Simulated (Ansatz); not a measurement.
# FeO in Ansatz: convergence with k mesh

Crystal: FeO.

```
Fe O
1.0
     3.04589    0.00000    0.00000
     0.00000    3.04589    0.00000
     0.00000    0.00000    5.46421
Fe O
2 2
Direct
  0.49455 0.00582 0.49879
  0.99640 0.48921 0.00412
  0.48316 0.50078 0.25683
  0.51009 0.51108 0.74497
```

The cell comes from a database or a generator and needn't be the stable form of this composition.

The cell isn't the ideal one: atoms moved at random, drawn with an rms of 0.05 Å.

```yaml
Program: Ansatz 0.2.0
Task: convergence study
Functional: PBEsol
Potentials_or_basis: Ansatz PAW
Cutoff: "420 eV (not typed: the program's choice for these potentials)"
k_mesh: 3 × 3 × 2
Occupations: fermi-dirac, width 0.05 eV
Spin: collinear spin, ferromagnetic start
Starting_moments: "[3.0, 3.0, 0.0, 0.0] μB"
```

These are the settings of the first run; the series varies k mesh, with any setting tied to it.

Hardware: 2 threads of Arm Neoverse N1 (shared host).

```
     k mesh  energy less the tightest run, at zero smearing (meV/atom)  pressure (GPa)  largest force (eV/Å)  absolute moment (μB)  SCF cycles  CPU time (s)  peak memory (GiB)
  3 × 3 × 2                                                      74.69          -16.40                 0.422                  6.95          39            29                0.3
  4 × 4 × 3                                                     -10.98          -18.20                 0.413                  7.01          28            44               0.35
  5 × 5 × 3                                                      -5.47          -18.83                 0.424                  6.95          27            58               0.39
  6 × 6 × 4                                                      11.98          -18.23                 0.409                  6.96          28           120               0.49
  8 × 8 × 5                                                      -1.65          -18.62                 0.424                  6.96          27           240               0.74
10 × 10 × 6                                                      -1.66          -18.28                 0.436                  6.99          27           440                1.1
12 × 12 × 7                                                       2.32          -18.36                 0.425                  6.97          28           770                1.7
14 × 14 × 8                                                       0.00          -18.47                 0.426                  6.97          27          1100                2.5
```

Against the tightest run, the largest force stays within 0.005 eV/Å from 12 × 12 × 7 on; the absolute moment stays within 0.02 μB from 5 × 5 × 3 on. Not settled before the last step: the energy (to 1 meV/atom), the pressure (to 0.1 GPa). Meshes of other sizes hit other points, so gaps and Fermi surfaces needn't settle smoothly. The tightest run that finished is the yardstick and may itself not be fully converged.

Caveat, for the tightest run too: the pressure holds a Pulay correction of +0.5 GPa for the finite cutoff; semilocal functionals often make such compounds metallic where correlation or magnetic order opens a gap, which also shifts bond lengths; the PAW data sets come from PBE, with cores solved anew for the run's functional, which leaves a small shift of forces and pressure; the starting moments weren't kept.
